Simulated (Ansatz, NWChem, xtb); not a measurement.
Ligand exchange: C3H9N + SnH3(SH) → C3H8S + SnH3(NH2)

Species: C3H9N (propylamine) `CCCN`, singlet; SnH3(SH), singlet; C3H8S (1-propanethiol) `CCCS`, singlet; SnH3(NH2), singlet. The partners trade NH2 for SH: C–NH2 and Sn–SH bonds give way to C–SH and Sn–NH2.

Shapes, held fixed at every level: PBE0-D4/def2-TZVP. Flexible molecules stand in one conformer, not always the lowest. Programs: Ansatz 0.2.0, NWChem 7.3.0, xtb 6.7.1. A level may come from different programs for different species; with the same settings they agree closely. Electronic energies: no zero-point or thermal term.

```csv
level,kind,ΔE (kJ/mol),less CCSD(T)/def2-TZVPP
GFN1-xTB,semi-empirical,+95.7,+53.7
PBE-D4/def2-TZVPP,GGA,+46.3,+4.3
r2SCAN-D4/def2-TZVPP,meta-GGA,+46.6,+4.6
PBE0/def2-SVP,global hybrid,+67.8,+25.8
wB97M-V/def2-TZVPP,range-separated hybrid,+45.3,+3.3
wB97X-V/def2-TZVPP,range-separated hybrid,+45.1,+3.1
CCSD/def2-TZVPP,coupled cluster or CI,+44.1,+2.1
CCSD(T)/def2-TZVPP,coupled cluster or CI,+42.0,0.0
```

The highest level, CCSD(T)/def2-TZVPP, gives ΔE = +42.0 kJ/mol; the levels span +42.0 to +95.7. The column of differences is taken from that level and isn't an error. No measured value is set beside it here. For atoms past krypton def2 sets carry core potentials with scalar relativity. Correlated rows may include outer-core shells of Sn, which these sets cover unevenly.
